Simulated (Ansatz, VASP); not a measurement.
MgO in VASP and in Ansatz

INCAR

```
SYSTEM = MgO
ALGO = Normal
EDIFF = 1E-6
ENCUT = 520
GGA = PE
ISIF = 2
ISMEAR = -1
LASPH = .True.
LCHARG = .False.
LREAL = .False.
LWAVE = .False.
NBANDS = 16
NELM = 80
PREC = Accurate
SIGMA = 0.02
```

KPOINTS

```
k-points
0
Gamma
  12 12 6
  0 0 0
```

POSCAR

```
MgO
1.0
    3.1895707112      0.0000000000      0.0000000000
   -1.5947853556      2.7622492631      0.0000000000
    0.0000000000      0.0000000000      4.8833352865
Mg O
2 2
Direct
    0.3333333333      0.6666666667     -0.0107582395
    0.6666666667      0.3333333333      0.4892417605
    0.3333333333      0.6666666667      0.3857582395
    0.6666666667      0.3333333333      0.8857582395
```

Input for Ansatz:

```yaml
crystal:
  lattice:
    - [3.1895707112, 0.0, 0.0]
    - [-1.5947853556, 2.7622492631, 0.0]
    - [0.0, 0.0, 4.8833352865]
  atoms:
    - { symbol: Mg, position: [0.3333333333, 0.6666666667, -0.0107582395] }
    - { symbol: Mg, position: [0.6666666667, 0.3333333333, 0.4892417605] }
    - { symbol: O, position: [0.3333333333, 0.6666666667, 0.3857582395] }
    - { symbol: O, position: [0.6666666667, 0.3333333333, 0.8857582395] }
kpoints:
  mp_grid: { grid: [12, 12, 6] }
  band_path:
    path:
      - [0.0, 0.0, 0.0]
      - [0.5, 0.0, 0.0]
      - [0.3333333333, 0.3333333333, 0.0]
      - [0.0, 0.0, 0.5]
      - [0.5, 0.0, 0.5]
      - [0.3333333333, 0.3333333333, 0.5]
    npoints: 1
hamiltonian:
  xc: pbe
scf:
  occupations: { method: fermi_dirac, width: 0.02 }
  n_extra_bands: 5
output:
  forces: true
  stress: true
  eigenvalues: true
```

Change from the starting cell: hydrostatic strain -3.0%.

Alike in both runs: task single point; functional PBE; k mesh 12 × 12 × 6; occupations fermi-dirac, width 0.02 eV; no spin polarisation.

|  | VASP | Ansatz |
| --- | --- | --- |
| version | VASP 6.6.1 | Ansatz 0.2.0 |
| potentials or method | VASP PAW PBE potentials, release 64 (Mg, O) | plane waves, PAW |
| plane-wave cutoff (eV) | 520 | 420 |
| valence electrons in the cell | 16 | 32 |

```tsv
	VASP	Ansatz	Ansatz less VASP
gap on the k mesh at the Fermi level (eV)	4.05	4.07	+0.016
pressure (GPa)	17.9	18.1	+0.26
largest component of the traceless stress (GPa)	2.27	2.26	-0.008
rms of the force components (eV/Å)	0.008	0.009	+0.0002
```

Atom by atom the forces differ by 0.000 eV/Å (rms over components). The two sets of potentials don't hold the same shells in valence.

Caveats: so large a pressure means that the cell lies far from this level's equilibrium, or that cutoff or potentials fall short (VASP). A k mesh can miss the band edges.
